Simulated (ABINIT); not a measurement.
# CdS (Hawleyite) (F-43m) in ABINIT: notebook

The runs below take CdS (Hawleyite) through equation of state, with revPBE+D3(BJ), LDA.

All numbers are computed with ABINIT 10.8.3 (patched build); they aren't measurements. Logs are shortened: lines on timing, memory, paths and dates and some standing lists are left out, and cuts for length are marked. The log counts tension as positive stress, the text compression.

## Step 1: Starting point

Symmetry: F-43m, No. 216, cubic system. Conventional cell: a = 5.833 Å, b = 5.833 Å, c = 5.833 Å, α = 90.00°, β = 90.00°, γ = 90.00°. Cd (site symmetry -43m) is surrounded by 4 S at 2.53 Å. S (site symmetry -43m) is surrounded by 4 Cd at 2.53 Å.

## Step 2: Equation of state, revPBE+D3(BJ)

Input file run.abi:

```
# Datasets: one volume each
ndtset 7
getwfk -1
scalecart1 3*0.9795861087
scalecart2 3*0.9864848297
scalecart3 3*0.9932883884
scalecart4 3*1.0000000000
scalecart5 3*1.0066227096
scalecart6 3*1.0131594038
scalecart7 3*1.0196128224

# Pseudopotentials
pp_dirpath "./"
pseudos "Cd.GGA_PBE-JTH.xml, S.GGA_PBE-JTH.xml"

# Structure
acell 4.1245538547 4.1245538547 4.1245538547 Angstrom
rprim
     0.0000000000     0.7071067812     0.7071067812
     0.7071067812     0.0000000000     0.7071067812
     0.7071067812     0.7071067812     0.0000000000
ntypat 2
znucl 48 16
natom 2
typat 1 2
xred
     0.0000000000     0.0000000000     0.0000000000
     0.7500000000     0.7500000000     0.7500000000

# Plane-wave basis
ecut 22.0
pawecutdg 44.0

# k points
kptopt 1
ngkpt 8 8 8
nshiftk 1
shiftk 0.0 0.0 0.0

# Exchange and correlation
ixc 14
vdw_xc 7

# Bands and occupations
nband 13
occopt 3
tsmear 0.00183747

# SCF cycle
nstep 100
tolvrs 1.0e-9

# Output
iomode 3
prtwf 1
prtden 0
prteig 0
prtebands 0
```

Potentials or basis: JTH PAW PBE v2.0.

On the command line:

```bash
$ abinit run.abi > log 2>&1
```

run.abo:

```text
.Version 10.8.3 of ABINIT
 DATASET    1 : space group F-4 3 m (#216); Bravais cF (face-center cubic)
================================================================================
 Values of the parameters that define the memory need for DATASET  1.
     intxc =       0    ionmov =       0      iscf =      17    lmnmax =      18
     lnmax =       6     mgfft =      36  mpssoang =       3    mqgrid =    3001
     natom =       2  nloc_mem =       2    nspden =       1   nspinor =       1
    nsppol =       1      nsym =      24    n1xccc =       1    ntypat =       2
    occopt =       3   xclevel =       2
       mpw =        1565          nfft =       46656          nkpt =          29
 PAW method is used; the additional fine FFT grid is defined by:
   mgfftf=        48    nfftf =    110592
================================================================================
================================================================================
[... 71 lines left out ...]
 DATASET    7 : space group F-4 3 m (#216); Bravais cF (face-center cubic)
================================================================================
 Values of the parameters that define the memory need for DATASET  7.
     intxc =       0    ionmov =       0      iscf =      17    lmnmax =      18
     lnmax =       6     mgfft =      36  mpssoang =       3    mqgrid =    3001
     natom =       2  nloc_mem =       2    nspden =       1   nspinor =       1
    nsppol =       1      nsym =      24    n1xccc =       1    ntypat =       2
    occopt =       3   xclevel =       2
       mpw =        1768          nfft =       46656          nkpt =          29
 PAW method is used; the additional fine FFT grid is defined by:
   mgfftf=        48    nfftf =    110592
================================================================================
================================================================================

--------------------------------------------------------------------------------
------------- Echo of variables that govern the present computation ------------
--------------------------------------------------------------------------------
 -outvars: echo values of preprocessed input variables --------
            acell      7.7942771769E+00  7.7942771769E+00  7.7942771769E+00 Bohr
              amu      1.12411000E+02  3.20660000E+01
             ecut      2.20000000E+01 Hartree
           getwfk          -1
              ixc          14
           jdtset        1    2    3    4    5    6    7
         kptrlatt        8    0    0      0    8    0      0    0    8
          kptrlen1     6.10813252E+01
          kptrlen2     6.15114895E+01
          kptrlen3     6.19357201E+01
          kptrlen4     6.23542174E+01
          kptrlen5     6.27671713E+01
          kptrlen6     6.31747617E+01
          kptrlen7     6.35771596E+01
            natom           2
            nband          13
           ndtset           7
            ngfft          36      36      36
          ngfftdg          48      48      48
             nkpt          29
            nstep         100
             nsym          24
           ntypat           2
           occopt           3
        pawecutdg      4.40000000E+01 Hartree
         pawxcdev           0
           prtden           0
        prtebands           0
           prteig           0
            rprim1     0.0000000000E+00  6.9267198023E-01  6.9267198023E-01
                       6.9267198023E-01  0.0000000000E+00  6.9267198023E-01
                       6.9267198023E-01  6.9267198023E-01  0.0000000000E+00
            rprim2     0.0000000000E+00  6.9755011263E-01  6.9755011263E-01
                       6.9755011263E-01  0.0000000000E+00  6.9755011263E-01
                       6.9755011263E-01  6.9755011263E-01  0.0000000000E+00
            rprim3     0.0000000000E+00  7.0236095512E-01  7.0236095512E-01
                       7.0236095512E-01  0.0000000000E+00  7.0236095512E-01
                       7.0236095512E-01  7.0236095512E-01  0.0000000000E+00
            rprim4     0.0000000000E+00  7.0710678120E-01  7.0710678120E-01
                       7.0710678120E-01  0.0000000000E+00  7.0710678120E-01
                       7.0710678120E-01  7.0710678120E-01  0.0000000000E+00
            rprim5     0.0000000000E+00  7.1178974407E-01  7.1178974407E-01
                       7.1178974407E-01  0.0000000000E+00  7.1178974407E-01
                       7.1178974407E-01  7.1178974407E-01  0.0000000000E+00
            rprim6     0.0000000000E+00  7.1641188486E-01  7.1641188486E-01
                       7.1641188486E-01  0.0000000000E+00  7.1641188486E-01
                       7.1641188486E-01  7.1641188486E-01  0.0000000000E+00
            rprim7     0.0000000000E+00  7.2097514092E-01  7.2097514092E-01
                       7.2097514092E-01  0.0000000000E+00  7.2097514092E-01
                       7.2097514092E-01  7.2097514092E-01  0.0000000000E+00
          spgroup         216
           tolvrs      1.00000000E-09
           tsmear      1.83747000E-03 Hartree
            typat      1  2
           useylm           1
           vdw_xc           7
           xangst1     0.0000000000E+00  0.0000000000E+00  0.0000000000E+00
                       4.2854443292E+00  4.2854443292E+00  4.2854443292E+00
           xangst2     0.0000000000E+00  0.0000000000E+00  0.0000000000E+00
                       4.3156245089E+00  4.3156245089E+00  4.3156245089E+00
           xangst3     0.0000000000E+00  0.0000000000E+00  0.0000000000E+00
                       4.3453883773E+00  4.3453883773E+00  4.3453883773E+00
           xangst4     0.0000000000E+00  0.0000000000E+00  0.0000000000E+00
                       4.3747500001E+00  4.3747500001E+00  4.3747500001E+00
           xangst5     0.0000000000E+00  0.0000000000E+00  0.0000000000E+00
                       4.4037226989E+00  4.4037226989E+00  4.4037226989E+00
           xangst6     0.0000000000E+00  0.0000000000E+00  0.0000000000E+00
                       4.4323191019E+00  4.4323191019E+00  4.4323191019E+00
           xangst7     0.0000000000E+00  0.0000000000E+00  0.0000000000E+00
                       4.4605511949E+00  4.4605511949E+00  4.4605511949E+00
            xcart1     0.0000000000E+00  0.0000000000E+00  0.0000000000E+00
                       8.0983161099E+00  8.0983161099E+00  8.0983161099E+00
            xcart2     0.0000000000E+00  0.0000000000E+00  0.0000000000E+00
                       8.1553483840E+00  8.1553483840E+00  8.1553483840E+00
            xcart3     0.0000000000E+00  0.0000000000E+00  0.0000000000E+00
                       8.2115939438E+00  8.2115939438E+00  8.2115939438E+00
            xcart4     0.0000000000E+00  0.0000000000E+00  0.0000000000E+00
                       8.2670793696E+00  8.2670793696E+00  8.2670793696E+00
            xcart5     0.0000000000E+00  0.0000000000E+00  0.0000000000E+00
                       8.3218298355E+00  8.3218298355E+00  8.3218298355E+00
            xcart6     0.0000000000E+00  0.0000000000E+00  0.0000000000E+00
                       8.3758692052E+00  8.3758692052E+00  8.3758692052E+00
            xcart7     0.0000000000E+00  0.0000000000E+00  0.0000000000E+00
                       8.4292201290E+00  8.4292201290E+00  8.4292201290E+00
             xred      0.0000000000E+00  0.0000000000E+00  0.0000000000E+00
                       7.5000000000E-01  7.5000000000E-01  7.5000000000E-01
            znucl       48.00000   16.00000

================================================================================

 chkinp: Checking input parameters for consistency, jdtset=   1.

 chkinp: Checking input parameters for consistency, jdtset=   2.
[... 46 lines left out ...]
 getcut: wavevector=  0.0000  0.0000  0.0000  ngfft=  48  48  48
         ecut(hartree)=     44.000   => boxcut(ratio)=   2.10538

--- Pseudopotential description ------------------------------------------------
- pspini: atom type   1  psp file is ./Cd.GGA_PBE-JTH.xml
 Pseudopotential format is: paw10
 basis_size (lnmax)=  6 (lmn_size= 18), orbitals=   0   0   1   1   2   2
 Spheres core radius: rc_sph= 2.50233826
 Shapefunction is BESSEL type: shapef(r,l)=aa(1,l)*jl(q(1,l)*r)+aa(2,l)*jl(q(2,l)*r)
 Radius for shape functions =  2.31074885
 Compensation charge density is not taken into account in XC energy/potential

- pspini: atom type   2  psp file is ./S.GGA_PBE-JTH.xml
 Pseudopotential format is: paw10
 basis_size (lnmax)=  4 (lmn_size=  8), orbitals=   0   0   1   1
 Spheres core radius: rc_sph= 1.90380259
 Shapefunction is SIN type: shapef(r)=[sin(pi*r/rshp)/(pi*r/rshp)]**2
 Radius for shape functions =  1.40128485
 Compensation charge density is not taken into account in XC energy/potential

   5.23237762E+02                                ecore*ucvol(ha*bohr**3)
--------------------------------------------------------------------------------

[... 1293 lines left out ...]
-Cartesian components of stress tensor (GPa)         [Pressure= -2.9397E+00 GPa]
- sigma(1 1)=  2.93965269E+00  sigma(3 2)=  0.00000000E+00
- sigma(2 2)=  2.93965269E+00  sigma(3 1)=  0.00000000E+00
- sigma(3 3)=  2.93965269E+00  sigma(2 1)=  0.00000000E+00

== END DATASET(S) ==============================================================
================================================================================

 -outvars: echo values of variables after computation  --------
            acell      7.7942771769E+00  7.7942771769E+00  7.7942771769E+00 Bohr
           etotal1    -5.7903254371E+01
           etotal2    -5.7904061525E+01
           etotal3    -5.7904528267E+01
           etotal4    -5.7904689993E+01
           etotal5    -5.7904579621E+01
           etotal6    -5.7904226204E+01
           etotal7    -5.7903658586E+01
            fcart1     6.2342710816E-30 -1.7303578241E-46 -6.2342710816E-30
                      -6.2342710816E-30  1.7303578241E-46  6.2342710816E-30
            fcart2    -6.1906733541E-30 -3.0953366770E-30  1.2381346708E-29
                       6.1906733541E-30  3.0953366770E-30 -1.2381346708E-29
            fcart3    -5.9561367085E-30 -2.8820016331E-30  1.1720139975E-29
                       5.9561367085E-30  2.8820016331E-30 -1.1720139975E-29
            fcart4    -7.6337566868E-31 -3.8168783434E-31  1.5267513374E-30
                       7.6337566868E-31  3.8168783434E-31 -1.5267513374E-30
            fcart5    -1.5167066298E-29 -3.0334132596E-30  9.1002397788E-30
                       1.5167066298E-29  3.0334132596E-30 -9.1002397788E-30
[... 38 lines left out ...]
                       0.0000000000E+00  0.0000000000E+00  0.0000000000E+00
           xangst1     0.0000000000E+00  0.0000000000E+00  0.0000000000E+00
                       4.2854443292E+00  4.2854443292E+00  4.2854443292E+00
           xangst2     0.0000000000E+00  0.0000000000E+00  0.0000000000E+00
                       4.3156245089E+00  4.3156245089E+00  4.3156245089E+00
           xangst3     0.0000000000E+00  0.0000000000E+00  0.0000000000E+00
                       4.3453883773E+00  4.3453883773E+00  4.3453883773E+00
           xangst4     0.0000000000E+00  0.0000000000E+00  0.0000000000E+00
                       4.3747500001E+00  4.3747500001E+00  4.3747500001E+00
           xangst5     0.0000000000E+00  0.0000000000E+00  0.0000000000E+00
                       4.4037226989E+00  4.4037226989E+00  4.4037226989E+00
           xangst6     0.0000000000E+00  0.0000000000E+00  0.0000000000E+00
                       4.4323191019E+00  4.4323191019E+00  4.4323191019E+00
           xangst7     0.0000000000E+00  0.0000000000E+00  0.0000000000E+00
                       4.4605511949E+00  4.4605511949E+00  4.4605511949E+00
             xred      0.0000000000E+00  0.0000000000E+00  0.0000000000E+00
                       7.5000000000E-01  7.5000000000E-01  7.5000000000E-01
 Calculation completed.
```

Run time: 3.1 min. Hardware: 1 thread of Arm Neoverse V1, shared host; peak memory 0.17 GiB.

Results:

* Equilibrium volume: 24.85 Å³/atom
* Bulk modulus: 59 GPa
* Pressure derivative of the bulk modulus: 4.7

Energy against volume, from the lowest point:
| volume (Å³/atom) | energy (meV/atom) |
| --- | --- |
| 23.319 | 19.53 |
| 23.815 | 8.55 |
| 24.312 | 2.20 |
| 24.808 | 0.00 |
| 25.304 | 1.50 |
| 25.800 | 6.31 |
| 26.296 | 14.03 |

Caveat: pressures at fixed basis lie under the slope of the energies; the PAW data sets were made with another functional, which shifts forces and pressure a little.

## Step 3: Equation of state, LDA

Input file run.abi:

```
# Datasets: one volume each
ndtset 7
getwfk -1
scalecart1 3*0.9795861087
scalecart2 3*0.9864848297
scalecart3 3*0.9932883884
scalecart4 3*1.0000000000
scalecart5 3*1.0066227096
scalecart6 3*1.0131594038
scalecart7 3*1.0196128224

# Pseudopotentials
pp_dirpath "./"
pseudos "Cd.hgh, S.hgh"

# Structure
acell 3*1.0
rprim
     0.0000000000     5.5113862425     5.5113862425
     5.5113862425     0.0000000000     5.5113862425
     5.5113862425     5.5113862425     0.0000000000
ntypat 2
znucl 48 16
natom 2
typat 1 2
xred
     0.0000000000     0.0000000000     0.0000000000
     0.7500000000     0.7500000000     0.7500000000

# Plane-wave basis
ecut 28.0

# k points
kptopt 1
ngkpt 8 8 8
nshiftk 1
shiftk 0.0 0.0 0.0

# Exchange and correlation
ixc 7

# Bands and occupations
nband 8
occopt 3
tsmear 0.00183747

# SCF cycle
nstep 100
tolvrs 1.0e-10

# Output
iomode 3
prtwf 1
prtden 0
prteig 0
prtebands 0
enunit 1
```

Potentials or basis: HGH LDA.

On the command line:

```bash
$ abinit run.abi > log 2>&1
```

Wall time 83 s (1 thread of Arm Neoverse V1, shared host); peak memory 0.11 GiB.

It converged, with:

```
Equilibrium volume : outside the volumes run
```

Energy against volume, from the lowest point:
| volume (Å³/atom) | energy (meV/atom) |
| --- | --- |
| 23.319 | 0.00 |
| 23.815 | 35.82 |
| 24.312 | 73.52 |
| 24.808 | 112.72 |
| 25.304 | 153.26 |
| 25.800 | 194.93 |
| 26.296 | 237.46 |

Caveat: HGH potentials are hard and often keep d shells in the core, so these values are rough.

## Step 4: Equation of state, LDA

Changes to run.abi since step 3:

```diff
@@ -1,2 +1 @@
-# Datasets: one volume each
 ndtset 7
@@ -11,7 +10,5 @@
 
-# Pseudopotentials
 pp_dirpath "./"
-pseudos "Cd.hgh, S.hgh"
+pseudos "Cd.LDA_PW-JTH.xml, S.LDA_PW-JTH.xml"
 
-# Structure
 acell 3*1.0
@@ -29,6 +26,5 @@
 
-# Plane-wave basis
-ecut 28.0
+ecut 20.0
+pawecutdg 40.0
 
-# k points
 kptopt 1
@@ -38,15 +34,11 @@
 
-# Exchange and correlation
 ixc 7
 
-# Bands and occupations
-nband 8
+nband 13
 occopt 3
-tsmear 0.00183747
+tsmear 0.05 eV
 
-# SCF cycle
 nstep 100
-tolvrs 1.0e-10
+tolvrs 1.0e-9
 
-# Output
 iomode 3
@@ -56,2 +48 @@
 prtebands 0
-enunit 1
```

Potentials or basis: JTH PAW LDA v2.0.

On the command line:

```bash
$ abinit run.abi > log 2>&1
```

Wall time 1.8 min (1 thread of Arm Neoverse V1, shared host); peak memory 0.14 GiB.

It converged, with:

| Quantity | Value |
| --- | --- |
| Equilibrium volume | 23.87 Å³/atom |
| Bulk modulus | 68 GPa |
| Pressure derivative of the bulk modulus | 4.6 (rough: it moves with the points fitted) |

Energy against volume, from the lowest point:
```
volume (Å³/atom)  energy (meV/atom)
          23.319               2.76
          23.815               0.00
          24.312               1.56
          24.808               7.19
          25.304              16.34
          25.800              28.65
          26.296              43.69
```

Caveat: the cutoff is too short for stress, so the log's stress isn't used; pressures at fixed basis lie under the slope of the energies.
